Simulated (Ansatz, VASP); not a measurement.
## Sn in VASP and in Ansatz

```
Sn
1.0
    -2.92041    2.92041    1.58857
     2.92041   -2.92041    1.58857
     2.92041    2.92041   -1.58857
Sn
2
Direct
  0.00000 0.00000 0.00000
  0.75000 0.25000 0.50000
```

Change from the starting cell: volume scaled by 0.98.

Alike in both runs: task single point; functional PBE; k mesh 9 × 9 × 9; occupations fermi-dirac, width 0.05 eV; no spin polarisation.

|  | VASP | Ansatz |
| --- | --- | --- |
| version | VASP 6.6.1 | Ansatz 0.2.0 |
| potentials or method | VASP PAW PBE potentials, release 64 (Sn_d) | Ansatz PAW |
| plane-wave cutoff (eV) | 520 | 420 |
| valence electrons in the cell | 28 | 28 |

|  | VASP | Ansatz | Ansatz less VASP |
| --- | --- | --- | --- |
| gap on the k mesh at the Fermi level (eV) | none | none | - |
| pressure (GPa) | 2.5 | 2.5 | +0.06 |
| largest component of the traceless stress (GPa) | 0.35 | 0.35 | 0.000 |

A gap of «none» marks a metal or a gap that the smearing closes.
